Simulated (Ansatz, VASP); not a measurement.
## Two plane-wave programs on CdS

```xyz
2
Lattice="0.0000 2.9333 2.9333 2.9333 0.0000 2.9333 2.9333 2.9333 0.0000" Properties=species:S:1:pos:R:3 pbc="T T T"
Cd    0.0000    0.0000    0.0000
S     1.4666    1.4666    1.4666
```

Alike in both runs: task single point; functional PBE; k mesh 8 × 8 × 8; occupations gaussian, width 0.02 eV; no spin polarisation.

|  | VASP | Ansatz |
| --- | --- | --- |
| version | VASP 6.6.1 | Ansatz 0.2.0 |
| potentials or method | VASP PAW PBE potentials, release 64 (Cd, S) | scalar-relativistic, plane waves, PAW |
| plane-wave cutoff (eV) | 520 | 420 |
| valence electrons in the cell | 18 | 26 |

Ansatz gave:

- gap on the k mesh at the Fermi level (eV): 1.11
- least direct gap on the mesh (eV): 1.11
- pressure (GPa): 1.8

Which values does VASP return?

gap on the k mesh at the Fermi level (eV): 1.11; least direct gap on the mesh (eV): 1.11; pressure (GPa): 2.1.

With one functional, cell and mesh, what is left measures potentials, basis and numerics. The two sets of potentials don't hold the same shells in valence.

Expect the measured gap to be larger: semilocal functionals such as PBE lack the derivative discontinuity.
